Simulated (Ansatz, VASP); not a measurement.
Two plane-wave programs on B

```
CELL_PARAMETERS angstrom
1.75351 0.00000 0.00000
-0.87675 1.51858 0.00000
0.00000 0.00000 3.58089
ATOMIC_POSITIONS crystal
B 0.00000 0.00000 0.00000
```

Change from the starting cell: strain +0.030 along x and y, -0.015 along z, atoms carried along.

Alike in both runs: task single point; functional PBEsol; k mesh 33 × 33 × 14; occupations gaussian, width 0.15 eV; no spin polarisation.

```csv
,VASP,Ansatz
version,VASP 6.6.1,Ansatz 0.2.0
potentials or method,"VASP PAW PBE potentials, release 64 (B)","scalar-relativistic, plane waves, PAW"
plane-wave cutoff (eV),520,420
valence electrons in the cell,3,3
```

Ansatz gave:

- gap on the k mesh at the Fermi level (eV): none
- pressure (GPa): -13.3
- largest component of the traceless stress (GPa): 13.06

Question: Estimate VASP's values.

Answer: gap on the k mesh at the Fermi level (eV): none; pressure (GPa): -13.1; largest component of the traceless stress (GPa): 12.87.

A gap of «none» marks a metal or a gap that the smearing closes.

Caveats: the PAW data sets were made with another functional, which shifts forces and pressure a little (VASP).
